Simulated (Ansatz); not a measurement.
**GaSb: tetragonal deformation path**

Theory: DFT PBE, scalar-relativistic, plane waves, PAW in Ansatz. Cutoff 420 eV, Γ-centred 16×16×16 k-points, Gaussian smearing of 0.15 eV. No spin polarisation. Energies are free energies at this smearing, counted from the undisturbed cell; pressure is positive in compression.

The undisturbed cell (as given, not relaxed at this level; it stands at 2.3 GPa):

```yaml
crystal:
  lattice:
    - [0.00000, 3.05900, 3.05900]
    - [3.05900, 0.00000, 3.05900]
    - [3.05900, 3.05900, 0.00000]
  atoms:
    - { symbol: Ga, position: [0.00000, 0.00000, 0.00000] }
    - { symbol: Sb, position: [0.75000, 0.75000, 0.75000] }
```

At fixed volume and fractional coordinates, lengths along (0.000, 0.000, 1.000) are scaled against those across it; ρ is that ratio over its starting value.

```tsv
ρ	ΔE (meV/atom)
0.650	206.0
0.707	159.5
0.780	102.0
0.850	52.2
0.920	15.7
0.960	4.0
1.000	0.0
1.050	6.4
1.100	25.8
1.200	100.6
1.300	208.6
1.414	332.0
1.500	397.9
```

Q: Predict the pressure (GPa) at each point.

A:
```csv
ρ,pressure (GPa)
0.650,-0.7
0.707,0.3
0.780,1.4
0.850,2.0
0.920,2.3
0.960,2.3
1.000,2.3
1.050,2.3
1.100,2.3
1.200,2.2
1.300,2.3
1.414,2.1
1.500,1.7
```